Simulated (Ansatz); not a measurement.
Runs of Ansatz 0.2.0 on MnSb. Symmetry: P6_3/mmc, No. 194, hexagonal system. Conventional cell: a = 4.150 Å, b = 4.150 Å, c = 5.780 Å, α = 90.00°, β = 90.00°, γ = 120.00°. Sb (site symmetry -6m2) is surrounded by 6 Mn at 2.80 Å. Around Mn (site symmetry -3m) lie 6 Sb at 2.80 Å and 2 Mn at 2.89 Å. 

```csv
task,level,spin,cell,k mesh,smearing,points for each segment of the path,mesh quality,gap on the mesh (eV),pressure (GPa),moment (μB)
relaxation of cell and atoms,PBEsol,"collinear, ferromagnetic start",relaxed,7 × 7 × 5,fermi-dirac 0.05 eV,-,not flagged,-,0.0,5.67
single point,PBE,"collinear, ferromagnetic start",as given,7 × 7 × 5,gaussian 0.017 eV,-,not flagged,none,-3.4,6.68
phonons,PBEsol,"collinear, ferromagnetic start",as given,5 × 5 × 4,fermi-dirac 0.05 eV,-,not flagged,none,-,(c)
single point,PBE,"collinear, ferromagnetic start",as given,7 × 7 × 5,gaussian 0.025 eV,-,not flagged,none,-3.4,6.69
single point,PBE,"collinear, ferromagnetic start",as given,7 × 7 × 5,gaussian 0.019 eV,-,not flagged,none,-3.4,6.68
single point,PBE,"collinear, ferromagnetic start",as given,7 × 7 × 5,gaussian 0.021 eV,-,not flagged,none,-3.4,6.68
single point,PBE,"collinear, ferromagnetic start",as given,7 × 7 × 5,gaussian 0.018 eV,-,not flagged,none,-3.4,6.68
single point,PBE,"collinear, ferromagnetic start",as given,7 × 7 × 5,gaussian 0.016 eV,-,not flagged,none,-3.4,6.69
band structure,LDA,"collinear, ferromagnetic start",as given,7 × 7 × 5,fermi-dirac 0.05 eV,14,not flagged,none,-10.6,(b)
band structure,HSEsol,"collinear, ferromagnetic start",as given,4 × 4 × 3,fermi-dirac 0.05 eV,4,coarse,none,(a),8.00
band structure,PBEsol,"non-collinear, ferromagnetic start, SOC",as given,5 × 5 × 4,fermi-dirac 0.05 eV,14,not flagged,none,-7.1,6.68
single point,PBE,"collinear, ferromagnetic start",as given,7 × 7 × 5,gaussian 0.026 eV,-,not flagged,none,-3.3,6.69
```

Alike in all rows: potentials or basis Ansatz PAW; cutoff (eV) 420.

Question: Fill in the values left out.

Answer: (a) 2.2; (b) 6.52; (c) 6.66.

Caveats: some runs use coarse meshes; the PAW data sets come from PBE, with cores solved anew for the run's functional, which leaves a small shift of forces and pressure (some runs); spin-orbit coupling is left out, which moves the levels of the heavy elements (some runs); the thresholds are loose for stress (some runs); the plane-wave basis is chosen anew once the cell has moved, so the energies of steps on either side of that aren't comparable (some runs); the magnetic or orbital state may not be the lowest (some runs).

A k mesh can miss the band edges, and rows without SOC leave out spin-orbit coupling on Sb.

A gap of «none» marks a metal or a gap under the smearing width.
